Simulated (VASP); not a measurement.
A run of VASP 6.6.1 is set up as follows.

The input INCAR:

```
SYSTEM = Pb
PREC = Accurate
ENCUT = 600
EDIFF = 1E-7
ISMEAR = 0
SIGMA = 0.1
LREAL = .FALSE.
LASPH = .TRUE.
NELM = 80
ALGO = Normal
ISIF = 3
LWAVE = .FALSE.
LCHARG = .FALSE.
GGA = PS
IBRION = 2
NSW = 90
EDIFFG = -0.005
```

File KPOINTS:

```
regular mesh
0
G
  6 6 6
  0 0 0
```

Contents of POSCAR:

```
Pb
1.0
    0.0000000000      2.4750200000      2.4750200000
    2.4750200000      0.0000000000      2.4750200000
    2.4750200000      2.4750200000      0.0000000000
Pb
1
Direct
    0.0000000000      0.0000000000      0.0000000000
```

Potentials or basis: VASP PAW PBE potentials, release 64 (Pb_d).

Command:

```console
$ cat potpaw_PBE.64/Pb_d/POTCAR > POTCAR
$ mpirun -np 1 vasp_std > vasp.out
```

(1) What does it give for the relaxed volume?

(2) Estimate the band gap on the k mesh.

(3) Estimate the relaxed cell.

Results:

(1) 30.58 Å³/atom.

(2) none (metal or under the smearing width).

(3) a = 3.510 Å, b = 3.510 Å, c = 3.510 Å, α = 60.00°, β = 60.00°, γ = 60.00°.

Caveat: the k mesh is coarse (spacing up to 0.37 Å⁻¹), so the values aren't converged; the PAW data sets were made with another functional, which shifts forces and pressure a little.
